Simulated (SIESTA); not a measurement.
The system is Ge.

```
Ge
1.0
     3.99759    0.00000    0.00000
    -1.99879    3.46201    0.00000
     0.00000    0.00000    6.59938
Ge
4
Direct
  0.33333 0.66667 0.93710
  0.66667 0.33333 0.43710
  0.33333 0.66667 0.56290
  0.66667 0.33333 0.06290
```

This isn't the form of Ge at room conditions, which is diamond.

Base run:

- Program: SIESTA 5.4.2
- Functional: LDA
- Potentials or basis: PseudoDojo 0.4 standard (LDA files)
- Basis: DZP (energy shift 0.003 Ry; two zetas on semicore shells)
- Grid cutoff: 800 Ry
- Energy shift: 0.003 Ry
- k mesh: 8 × 8 × 4
- Occupations: fermi-dirac, width 0.05 eV
- Spin: no spin polarisation

Its results: pressure -0.9 GPa; largest force 0.022 eV/Å.

Task: The run is repeated on the same cell with these changes: functional from LDA to PBEsol; potentials or basis from PseudoDojo 0.4 standard (LDA files) to PseudoDojo 0.4 standard (PBEsol files). What comes out?

Result: Pressure 1.3 GPa; largest force 0.029 eV/Å.

Caveats: the basis of atomic orbitals isn't converged, which shifts pressures, moduli and gaps.

Not every run made on this cell is shown here.
